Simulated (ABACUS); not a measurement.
# NaCl (Fm-3m) in ABACUS: a series of runs, part 2 of 2

ABACUS 3.10.1. Earlier steps stand in the parts before.

## Step 3: Single point, PBE (atoms moved at random, drawn with an rms of 0.05 Å)

INPUT

```
INPUT_PARAMETERS
suffix              NaCl
calculation         scf
basis_type          lcao
pseudo_dir          ./
orbital_dir         ./
symmetry            1
dft_functional      pbe
ecutwfc             100
pseudo_rcut         10
nspin               1
nbands              12
ks_solver           genelpa
smearing_method     fd
smearing_sigma      0.00367493
scf_thr             1e-07
scf_nmax            100
mixing_type         broyden
mixing_beta         0.7
cal_force           1
cal_stress          1
out_mul             1
```

STRU

```
ATOMIC_SPECIES
Cl 35.4500 Cl.upf
Na 22.9898 Na.upf

NUMERICAL_ORBITAL
Cl_confined-atom_7au_2s2p1d.orb
Na_confined-atom_9au_3s2p1d.orb

LATTICE_CONSTANT
1.8897261246

LATTICE_VECTORS
0.0000000000 2.7940632177 2.7940632177
2.7940632177 0.0000000000 2.7940632177
2.7940632177 2.7940632177 0.0000000000

ATOMIC_POSITIONS
Direct

Cl
0.0
1
0.4882060000 0.5126430000 0.5019320000 1 1 1

Na
0.0
1
-0.0041700000 0.0029950000 -0.0036060000 1 1 1
```

KPT

```
K_POINTS
0
Gamma
8 8 8 0 0 0
```

Potentials or basis: PseudoDojo NC SR 0.4.1 PBE standard, DZP LCAO (the cutoffs set its grid).

On the command line:

```console
$ OMP_NUM_THREADS=1 mpirun -np 4 abacus > log
```

running log:

```text
ABACUS v3.10.1

               Atomic-orbital Based Ab-initio Computation at UStc

 ------------------------------------------------------------------------------------

 READING GENERAL INFORMATION
                           global_out_dir = OUT.NaCl/
                           global_in_card = INPUT
                               pseudo_dir = ./
                              orbital_dir = ./
                                    DSIZE = 4
                                    GSIZE = 1

 READING UNITCELL INFORMATION
                                    ntype = 2
                  lattice constant (Bohr) = 1.88973
              lattice constant (Angstrom) = 1

 READING ATOM TYPE 1
                               atom label = Cl
                      L=0, number of zeta = 2
                      L=1, number of zeta = 2
                      L=2, number of zeta = 1
             number of atom for this type = 1

 READING ATOM TYPE 2
                               atom label = Na
                      L=0, number of zeta = 3
                      L=1, number of zeta = 2
                      L=2, number of zeta = 1
             number of atom for this type = 1

                        TOTAL ATOM NUMBER = 2
DIRECT COORDINATES
    atom                   x                   y                   z     mag                  vx                  vy                  vz
[... 351 lines left out ...]
 STATE ENERGY(eV) AND OCCUPATIONS    NSPIN == 1
 1/260 kpoint (Cartesian) = 0.0000 0.0000 0.0000 (1248 pws)
       1       -47.6283     0.00390625
       2       -19.5539     0.00390625
       3       -19.5538     0.00390625
       4       -19.5537     0.00390625
       5       -11.4194     0.00390625
       6        1.30688     0.00390625
       7        1.30762     0.00390625
       8        1.30770     0.00390625
       9        6.71974    2.74824e-21
      10        13.9851    2.15456e-84
      11        13.9851    2.15289e-84
      12        13.9912    1.90616e-84
[... 57 lines left out ...]
 6/260 kpoint (Cartesian) = 0.022369 -0.022369 0.022369 (1252 pws)
       1       -47.6281     0.00781250
       2       -19.5587     0.00781250
       3       -19.5542     0.00781250
       4       -19.5540     0.00781250
       5       -11.3688     0.00781250
       6       0.921664     0.00781250
       7        1.26367     0.00781250
       8        1.26427     0.00781250
       9        7.22180    2.39463e-25
      10        13.3919    6.11594e-79
      11        13.9466    9.30251e-84
      12        13.9521    8.33450e-84

[... levels at 254 further k points ...]

 correction force for each atom along direction 1 is 1.30894e-05
 correction force for each atom along direction 2 is 0.000186051
 correction force for each atom along direction 3 is 2.50109e-05
------------------------------------------------------------------------------------------
 TOTAL-FORCE (eV/Angstrom)
------------------------------------------------------------------------------------------
                       Cl1        -0.0702431413         0.0047247324        -0.0098515654
                       Na1         0.0702431413        -0.0047247324         0.0098515654
------------------------------------------------------------------------------------------

----------------------------------------------------------------
 TOTAL-STRESS (KBAR)
----------------------------------------------------------------
        17.2931767011         0.0247169376        -0.0253462814
         0.0247169376        16.4684828076         0.0013406834
        -0.0253462814         0.0013406834        16.4742480142
----------------------------------------------------------------
 TOTAL-PRESSURE: 16.745303 KBAR

 --------------------------------------------
 !FINAL_ETOT_IS -1693.7550268118977783 eV
 --------------------------------------------
```

mulliken.txt:

```text
 0
CALCULATE THE MULLIkEN ANALYSIS FOR EACH ATOM
 Total charge:	16
Decomposed Mulliken populations
[... 39 lines left out ...]
px                                     1              0.0457
py                                     1              0.0456
SUM OVER M                                            0.1369
SUM OVER M+Zeta                                       6.1346

dz^2                                   0              0.0111
dxz                                    0              0.0033
dyz                                    0              0.0032
dx^2-y^2                               0              0.0111
dxy                                    0              0.0033
SUM OVER M                                            0.0319
SUM OVER M+Zeta                                       0.0319

SUM OVER M+Zeta+L                                     8.2645

Total Charge on atom:                 Na              8.2645
```

Wall time 6.8 s (4 MPI ranks of AMD EPYC 7B13 (Zen 3), shared host); peak memory 0.52 GiB.

What came out:

- Free energy: -1693.7550 eV
- Pressure: 1.7 GPa
- Largest force: 0.071 eV/Å
- Band gap on the k mesh: 5.41 eV, direct
- Mulliken charges: Cl -0.74; Na +0.74 e

Forces on the atoms (eV/Å):
```
Cl  -0.070  0.005 -0.010
Na   0.070 -0.005  0.010
```

Stress tensor (GPa, compression positive):
```
1.73 0.00 0.00
0.00 1.65 0.00
0.00 0.00 1.65
```

Levels at points of the mesh, in eV from the valence-band top:
```
           k point  band 4  band 5  band 6  band 7  band 8  band 9  band 10  band 11  band 12
(0.00, 0.00, 0.00)  -20.86  -12.73    0.00    0.00    0.00    5.41    12.68    12.68    12.68
(0.50, 0.00, 0.00)  -20.86  -12.36   -2.02   -0.28   -0.28    7.68    10.85    11.08    11.10
(0.00, 0.50, 0.00)  -20.86  -12.36   -2.02   -0.28   -0.28    7.68    10.85    11.08    11.10
(0.50, 0.50, 0.00)  -20.87  -12.31   -1.75   -0.62   -0.62    7.64    10.42    11.86    15.30
(0.00, 0.00, 0.50)  -20.86  -12.36   -2.02   -0.28   -0.28    7.68    10.85    11.08    11.10
(0.50, 0.00, 0.50)  -20.87  -12.31   -1.75   -0.62   -0.62    7.64    10.42    11.86    15.30
(0.00, 0.50, 0.50)  -20.87  -12.31   -1.75   -0.62   -0.62    7.64    10.43    11.86    15.30
(0.50, 0.50, 0.50)  -20.86  -12.36   -2.02   -0.28   -0.28    7.68    10.85    11.08    11.10
```

Caveat: the atomic orbitals were generated for these runs and aren't a published set; Mulliken charges move with the basis; the basis of atomic orbitals isn't converged, which shifts pressures, moduli and gaps.

## Step 4: Single point, PBE

Edit INPUT of step 3 so:

```diff
@@ -11,3 +11,3 @@
 nspin               1
-nbands              12
+nbands              9
 ks_solver           genelpa
```

STRU

```
ATOMIC_SPECIES
Cl 35.4500 Cl.upf
Na 22.9898 Na.upf

NUMERICAL_ORBITAL
Cl_confined-atom_7au_1s1p.orb
Na_confined-atom_9au_2s1p.orb

LATTICE_CONSTANT
1.8897261246

LATTICE_VECTORS
0.0000000000 2.7940632177 2.7940632177
2.7940632177 0.0000000000 2.7940632177
2.7940632177 2.7940632177 0.0000000000

ATOMIC_POSITIONS
Direct

Cl
0.0
1
0.5000000000 0.5000000000 0.5000000000 1 1 1

Na
0.0
1
0.0000000000 0.0000000000 0.0000000000 1 1 1
```

KPT is that of step 3.

Potentials or basis: PseudoDojo NC SR 0.4.1 PBE standard, SZ LCAO (the cutoffs set its grid).

On the command line:

```console
$ OMP_NUM_THREADS=1 mpirun -np 4 abacus > log
```

running log:

```text
ABACUS v3.10.1

               Atomic-orbital Based Ab-initio Computation at UStc

 ------------------------------------------------------------------------------------

 READING GENERAL INFORMATION
                           global_out_dir = OUT.NaCl/
                           global_in_card = INPUT
                               pseudo_dir = ./
                              orbital_dir = ./
                                    DSIZE = 4
                                    GSIZE = 1

 READING UNITCELL INFORMATION
                                    ntype = 2
                  lattice constant (Bohr) = 1.88973
              lattice constant (Angstrom) = 1

 READING ATOM TYPE 1
                               atom label = Cl
                      L=0, number of zeta = 1
                      L=1, number of zeta = 1
[... 411 lines left out ...]
       6        1.95318      0.0234375
       7        2.34943      0.0234375
       8        2.34943      0.0234375
       9        7.88975    1.49334e-25

[... levels at 23 further k points ...]

 correction force for each atom along direction 1 is 1.78447e-14
 correction force for each atom along direction 2 is 3.04078e-14
 correction force for each atom along direction 3 is 1.29566e-14
------------------------------------------------------------------------------------------
 TOTAL-FORCE (eV/Angstrom)
------------------------------------------------------------------------------------------
                       Cl1         0.0000000000         0.0000000000         0.0000000000
                       Na1         0.0000000000         0.0000000000         0.0000000000
------------------------------------------------------------------------------------------

----------------------------------------------------------------
 TOTAL-STRESS (KBAR)
----------------------------------------------------------------
        19.6469983188         0.0000000000         0.0000000000
         0.0000000000        19.6469983188         0.0000000000
         0.0000000000        -0.0000000000        19.6469983188
----------------------------------------------------------------
 TOTAL-PRESSURE: 19.646998 KBAR

 --------------------------------------------
 !FINAL_ETOT_IS -1693.0299871698459810 eV
 --------------------------------------------
```

stdout:

```text
ABACUS v3.10.1

               Atomic-orbital Based Ab-initio Computation at UStc

%%%%%%%%%%%%%%%%%%%%%%%%%%%%%%%%%%%%%%%%%%%%%%%%%%%%%%%%%%%%%%%%%%%%%%%%%%%%%%%%%%%%%%%%%%%%%%%%%%%%%%%%%
 Warning: the number of valence electrons in pseudopotential > 1 for Na: [Ne] 3s1
[... 82 lines left out ...]
 TOTAL-STRESS (KBAR)
----------------------------------------------------------------
        19.6469983188         0.0000000000         0.0000000000
         0.0000000000        19.6469983188         0.0000000000
         0.0000000000        -0.0000000000        19.6469983188
----------------------------------------------------------------
 TOTAL-PRESSURE: 19.646998 KBAR
```

Wall time 2.1 s (4 MPI ranks of AMD EPYC 7B13 (Zen 3), shared host); peak memory 0.36 GiB.

These settings aren't checked as converged: the numbers below hold their error.

What came out:

| Property | Result |
| --- | --- |
| Free energy | -1693.0300 eV |
| Pressure | 2.0 GPa |
| Band gap on the k mesh | 4.67 eV, direct |
| Mulliken charges | Cl -0.66; Na +0.66 e |

Caveat: the atomic orbitals were generated for these runs and aren't a published set; Mulliken charges move with the basis; the basis of atomic orbitals isn't converged, which shifts pressures, moduli and gaps.
